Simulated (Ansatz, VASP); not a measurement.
One calculation of Pb, two programs

```
Pb
1.0
     0.00000    2.52356    2.52356
     2.52356    0.00000    2.52356
     2.52356    2.52356    0.00000
Pb
1
Direct
  0.00000 0.00000 0.00000
```

Change from the starting cell: volume scaled by 1.06.

Alike in both runs: task single point; functional r2SCAN; k mesh 9 × 9 × 9; occupations fermi-dirac, width 0.05 eV; no spin polarisation.

|  | VASP | Ansatz |
| --- | --- | --- |
| version | VASP 6.6.1 | Ansatz 0.2.0 |
| potentials or method | VASP PAW PBE potentials, release 64 (Pb_d) | Ansatz PAW |
| plane-wave cutoff (eV) | 520 | 500 |
| valence electrons in the cell | 14 | 14 |

|  | VASP | Ansatz | Ansatz less VASP |
| --- | --- | --- | --- |
| gap on the k mesh at the Fermi level (eV) | none | none | - |
| pressure (GPa) | -1.4 | -1.4 | +0.01 |

A gap of «none» marks a metal or a gap that the smearing closes.

Caveats: the PAW data sets were made with another functional, which shifts forces and pressure a little (VASP); the PAW data sets come from PBE, with cores solved anew for the run's functional, which leaves a small shift of forces and pressure (Ansatz). Spin-orbit coupling is left out, which matters for the levels of Pb.
